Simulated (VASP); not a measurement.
Runs of VASP 6.6.1 on Al. Symmetry: P6/mmm, No. 191, hexagonal system. Conventional cell: a = 4.612 Å, b = 4.612 Å, c = 2.855 Å, α = 90.00°, β = 90.00°, γ = 120.00°. Al (site symmetry 6/mmm) is surrounded by 14 Al at 2.86 to 3.02 Å. Al (site symmetry -6m2) is surrounded by 11 Al at 2.66 to 3.02 Å. This isn't the form of Al at room conditions, which is fcc.

```csv
cell,k mesh,gap on the mesh (eV),pressure (GPa)
"P6/mmm, 17.53 Å³/atom",11 × 11 × 15,none,-0.2
"P6/mmm, 15.43 Å³/atom",9 × 9 × 12,none,11.0
"P6/mmm, 18.23 Å³/atom",9 × 9 × 12,none,(a)
"P6/mmm, 16.13 Å³/atom",9 × 9 × 12,none,6.5
```

Alike in all rows: task single point; level RPBE; potentials or basis VASP PAW PBE potentials, release 64 (Al); no spin polarisation; cutoff (eV) 520; smearing fermi-dirac 0.1 eV.

Task: Fill in the values left out.

Result: (a) -2.4.

Caveats: the PAW data sets were made with another functional, which shifts forces and pressure a little.

A gap of «none» marks a metal or a gap under the smearing width.
